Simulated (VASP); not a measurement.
Energy against volume of AlSb (zinc blende). These are AM05 GGA, VASP's PBE PAW potentials (set 64) (plane waves; VASP) values and carry that method's errors.

```csv
V (Å³/atom),E (eV/atom)
27.731,-4.20241
28.616,-4.21726
29.502,-4.22188
30.387,-4.21779
31.272,-4.20633
```

Task: Fit a third-order Birch-Murnaghan equation of state.

Result: 
The volume per atom is 29.50 Å³/atom and the bulk modulus is 52.3 GPa. The pressure derivative of the bulk modulus comes out as 4.44 and the lattice constant a comes out as 6.180 Å.

Measured: bulk modulus 58.2 GPa (computed value off by -10.1 %), as given by Cormac Toher et al., Physical Review Materials (2017), arXiv:1611.05714; a 6.128 Å (computed value off by +0.8 %), as given by Guo-Xu Zhang et al., New Journal of Physics (2018), doi:10.1088/1367-2630/aac7f0 [thermal expansion removed or low-temperature value; zero-point expansion not removed]. The calculation is for a static lattice, while the measured bulk modulus holds thermal and zero-point effects, which are part of the difference.

The compound is AlSb in the zinc blende structure. It was relaxed first.
